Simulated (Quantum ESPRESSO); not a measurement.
# PtS2: zone-centre phonons under several settings

```
Pt S
1.0
     3.54320    0.00000    0.00000
    -1.77160    3.06850    0.00000
     0.00000    0.00000    5.03880
Pt S
1 2
Direct
  0.00000 0.00000 0.00000
  0.66667 0.33333 0.77300
  0.33333 0.66667 0.22700
```

All runs used Quantum ESPRESSO 7.5; potentials GBRV 1.5 PBEsol; no spin polarisation; cutoff 612 eV.

```csv
level,k mesh (s: shifted),geometry,occupations,volume (Å³/atom),pressure (GPa),lowest optical mode without the field (cm⁻¹),highest optical mode without the field (cm⁻¹)
PBEsol,4 × 4 × 2s,relaxed at 0 GPa,"smeared at first, fixed for the response",17.36,-0.1,306,330
PBEsol,4 × 4 × 2s,relaxed at 10 GPa,"fermi-dirac, width 0.05 eV",?,9.9,?,?
PBEsol,4 × 4 × 2s,relaxed at 25 GPa,"fermi-dirac, width 0.05 eV",13.74,24.9,263i,392
PBEsol,4 × 4 × 2s,relaxed at 50 GPa,"fermi-dirac, width 0.05 eV",12.54,49.9,26,507
PBEsol,4 × 4 × 2s,relaxed at 80 GPa,"fermi-dirac, width 0.05 eV",11.60,79.9,211,568
PBEsol,6 × 6 × 4s,relaxed at 0 GPa,"smeared at first, fixed for the response",17.61,0.0,299,331
PBEsol,6 × 6 × 4s,relaxed at 10 GPa,"fermi-dirac, width 0.05 eV",15.23,9.9,287,360
PBEsol,6 × 6 × 4s,relaxed at 25 GPa,"fermi-dirac, width 0.05 eV",13.86,24.9,291,416
PBEsol,6 × 6 × 4s,relaxed at 50 GPa,"fermi-dirac, width 0.05 eV",12.63,49.9,305,487
PBEsol,6 × 6 × 4s,relaxed at 80 GPa,"fermi-dirac, width 0.05 eV",11.68,79.8,311,525
```

Problem. What stands in the row left open?

Solution. Volume 15.38 Å³/atom; lowest optical mode without the field 328 cm⁻¹; highest optical mode without the field 354 cm⁻¹.

Values marked i are imaginary: the cell is unstable against those modes at that level, or the meshes are too thin.

Caveats: some runs use coarse meshes; the layers were relaxed without a dispersion term, so their spacing and the soft interlayer modes are unreliable; the mesh is thin for the phonons of a metal (some runs); the volume moved by over 15 % at a fixed basis, so the end points are rough (some runs); the cell is more than 3 GPa from zero pressure, which shifts response properties (some runs); some modes are imaginary (some runs).

For the row left open. Caveat: the k mesh is coarse (spacing up to 0.62 Å⁻¹), so the values aren't converged; the mesh is thin for the phonons of a metal; the volume moved by over 15 % at a fixed basis, so the end points are rough; the cell is more than 3 GPa from zero pressure, which shifts response properties; the layers were relaxed without a dispersion term, so their spacing and the soft interlayer modes are unreliable.
